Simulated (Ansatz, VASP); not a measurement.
TaN: VASP beside Ansatz

```
CELL_PARAMETERS angstrom
0.00000 2.19953 2.19953
2.19953 0.00000 2.19953
2.19953 2.19953 0.00000
ATOMIC_POSITIONS crystal
Ta 0.50000 0.50000 0.50000
N 0.00000 0.00000 0.00000
```

Alike in both runs: functional r2SCAN; k mesh 6 × 6 × 6; occupations gaussian, width 0.1 eV; no spin polarisation.

Ansatz relaxed the structure, and its values are those at the end. VASP's run is a single point on that final structure, the one shown.

|  | VASP | Ansatz |
| --- | --- | --- |
| version | VASP 6.6.1 | Ansatz 0.2.0 |
| potentials or method | VASP PAW PBE potentials, release 64 (Ta_pv, N) | scalar-relativistic, plane waves, PAW |
| plane-wave cutoff (eV) | 520 | 500 |
| valence electrons in the cell | 16 | 18 |

Ansatz gave:

| Item | Value |
| --- | --- |
| gap on the k mesh at the Fermi level (eV) | none |
| pressure (GPa) | -0.2 |

Task: Which values does VASP return?

Result: gap on the k mesh at the Fermi level (eV): none; pressure (GPa): 1.8.

A gap of «none» marks a metal or a gap that the smearing closes. The two sets of potentials don't hold the same shells in valence.

Caveats: the k mesh is coarse (spacing up to 0.41 Å⁻¹), so the values aren't converged; the PAW data sets were made with another functional, which shifts forces and pressure a little (VASP). The runs have no spin-orbit coupling, so splittings on Ta are missing.
